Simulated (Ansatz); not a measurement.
# TiAl: the cost of one run

Computed with Ansatz 0.2.0 (DFT PBE, scalar-relativistic, plane waves, PAW, unless a step's input says otherwise).

### 1 The starting structure

It takes space group P-6m2 (No. 187, hexagonal). Conventional cell: a = 2.867 Å, b = 2.867 Å, c = 4.678 Å, α = 90.00°, β = 90.00°, γ = 120.00°. Around Ti (site symmetry -6m2) lie 6 Al at 2.87 Å and 6 Ti at 2.87 Å. Al (site symmetry -6m2) has 6 Ti at 2.87 Å and 6 Al at 2.87 Å as nearest neighbours.

As a file:

```cif
data_structure
_symmetry_space_group_name_H-M 'P-6m2'
_symmetry_Int_Tables_number 187
_cell_length_a 2.8673
_cell_length_b 2.8673
_cell_length_c 4.6781
_cell_angle_alpha 90.000
_cell_angle_beta 90.000
_cell_angle_gamma 120.000
_cell_volume 33.31
loop_
_atom_site_label
_atom_site_type_symbol
_atom_site_symmetry_multiplicity
_atom_site_Wyckoff_symbol
_atom_site_fract_x
_atom_site_fract_y
_atom_site_fract_z
_atom_site_occupancy
Ti1 Ti 1 a 0.00000 0.00000 0.00000 1
Al1 Al 1 d 0.33333 0.66667 0.50000 1
```

The structure comes from the Materials Project (structure only).

### 2 A random distortion, cell strained

What differs from the listed cell: strain xx, yy, zz, yz, xz, xy = +1.9, +3.2, +2.8, -1.0, +0.0, +0.7 %; atoms moved by 0.25 Å root mean square, at most 0.25 Å.

The input, input.yaml:

```yaml
crystal:
  lattice:
    - [2.9211667627, 0.0200708356, -0.0005447798]
    - [-1.4432015278, 2.5518511427, -0.0245588294]
    - [-0.0008888358, -0.04678083, 4.8107534339]
  atoms:
    - { symbol: Ti, position: [-0.0015616624, 0.0627234603, -0.0366090127] }
    - { symbol: Al, position: [0.3348949924, 0.6039432097, 0.5366090127] }
basis:
  ecutwfc: 420
kpoints:
  mp_grid: { grid: [14, 14, 8] }
hamiltonian:
  xc: pbe
scf:
  occupations: { method: gaussian, width: 0.1 }
output:
  forces: true
  stress: true
  eigenvalues: true
  populations: true
```

Started as:

```
$ ansatz run input.yaml --threads 1 --pin off --max-ram 1331MiB --backend cpu --events-out ev --progress --plain --runs-dir out
```

Q: Estimate wall time and peak memory on 1 thread of an x86-64 CPU, shared host.

About 75 s, with a peak of 0.69 GiB.
